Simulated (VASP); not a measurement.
Sb: relaxation of cell and atoms with PBE

The system is Sb.

```
Sb
1.0
     2.18642    1.26233    3.79719
    -2.18642    1.26233    3.79719
     0.00000   -2.52466    3.79719
Sb
2
Direct
  0.23400 0.23400 0.23400
  0.76600 0.76600 0.76600
```

The cell was built by a generator and needn't be a form met in nature.

| Item | Value |
| --- | --- |
| Program | VASP 6.6.1 |
| Task | relaxation of cell and atoms |
| Functional | PBE |
| Potentials or basis | VASP PAW PBE potentials, release 64 (Sb) |
| Cutoff | 600 eV |
| k mesh | 9 × 9 × 7 |
| Occupations | gaussian, width 0.03 eV |
| Spin | no spin polarisation |
| Further INCAR settings | ALGO = Normal; EDIFF = 1e-06; IBRION = 2; EDIFFG = -0.01; NSW = 90; ISIF = 3 |

```json
{
  "Relaxed volume": "31.83 Å³/atom",
  "Relaxed cell": "a = 4.592 Å, b = 4.592 Å, c = 4.592 Å, α = 56.94°, β = 56.94°, γ = 56.94°",
  "Space group after relaxing (to 0.05 Å)": "R-3m (No. 166)",
  "Energy gained by relaxing": "0.5 meV/atom",
  "Ionic steps": "6",
  "Pressure after relaxing": "0.0 GPa",
  "Band gap on the k mesh": "0.13 eV, indirect (least direct gap 0.34 eV)"
}
```

Forces on the atoms (eV/Å):
```
Sb   0.000  0.000  0.002
Sb   0.000  0.000 -0.002
```

The path:
```
step  energy change (eV)  largest force (eV/Å)  pressure (GPa)  volume (Å³)
   1              0.0000                0.0231            0.31        62.88
   2             -0.0004                0.0568           -0.11        63.44
   3             -0.0005                0.0499           -0.04        63.33
   4             -0.0007                0.0343           -0.03        63.41
   5             -0.0010                0.0097            0.01        63.61
   6             -0.0011                0.0022           -0.01        63.65
```

Final structure:
```
Sb
1.0
     2.18924    1.26396    3.83376
    -2.18924    1.26396    3.83376
     0.00000   -2.52791    3.83376
Sb
2
Direct
  0.23308 0.23308 0.23308
  0.76692 0.76692 0.76692
```

Levels at points of the mesh, in eV from the valence-band top:
| k point | band 2 | band 3 | band 4 | band 5 | band 6 | band 7 | band 8 | band 9 |
| --- | --- | --- | --- | --- | --- | --- | --- | --- |
| (0.00, 0.00, 0.00) | -4.95 | -1.83 | -1.59 | -1.59 | 2.10 | 2.71 | 2.71 | 5.27 |

Run time: 3.9 min on 1 thread of Intel(R) Xeon(R) Platinum 8375C CPU @ 2.90GHz (Ice Lake) (shared host), peak memory 0.28 GiB.

Caveat: spin-orbit coupling is left out, which moves the levels of the heavy elements; an odd mesh through Γ misses points on the zone boundary, where band edges often lie.
